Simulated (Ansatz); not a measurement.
Runs of Ansatz 0.2.0 on SrO. Symmetry: Fm-3m, No. 225, cubic system. The conventional cell has a = 5.133 Å, b = 5.133 Å, c = 5.133 Å, α = 90.00°, β = 90.00°, γ = 90.00°. Sr (site symmetry m-3m) is surrounded by 6 O at 2.57 Å. O (site symmetry m-3m) is surrounded by 6 Sr at 2.57 Å. 

| task | level | cell | k mesh | cutoff (eV) | smearing | basis error allowed | mesh quality | gap on the mesh (eV) | pressure (GPa) |
| --- | --- | --- | --- | --- | --- | --- | --- | --- | --- |
| single point | PBE | as given | 9 × 9 × 9 | 217 | gaussian 0.022 eV | 0.001 eV/atom | not flagged | 3.37 | 3.3 |
| single point | PBE | as given | 4 × 4 × 4 | 183 | fermi-dirac 0.02 eV | 0.004 eV/atom | coarse | (b) | 3.4 |
| relaxation of cell and atoms | RPBE | relaxed | 9 × 9 × 9 | - | fermi-dirac 0.05 eV | 0.001 eV/atom | not flagged | 3.50 | 0.0 |
| elastic constants | PBE | as given | 7 × 7 × 7 | 230 | fermi-dirac 0.05 eV | 0.001 eV/atom | not flagged | 3.40 | 3.3 |
| band structure | PBEsol | as given | 9 × 9 × 9 | 217 | fermi-dirac 0.05 eV | 0.001 eV/atom | not flagged | 3.26 | (a) |
| single point | PBE | as given | 9 × 9 × 9 | 217 | gaussian 0.013 eV | 0.001 eV/atom | not flagged | 3.37 | 3.3 |

Alike in all rows: potentials or basis all-electron LAPW, scalar-relativistic; no spin polarisation.

Q: Fill in the values left out.

A: (a) -0.5; (b) 3.30.

Caveats: some runs use coarse meshes; an odd mesh through Γ misses points on the zone boundary, where band edges often lie (some runs); the cell is more than 3 GPa from zero pressure, which shifts response properties (some runs).

A k mesh can miss the band edges, and the runs leave out spin-orbit coupling on Sr.
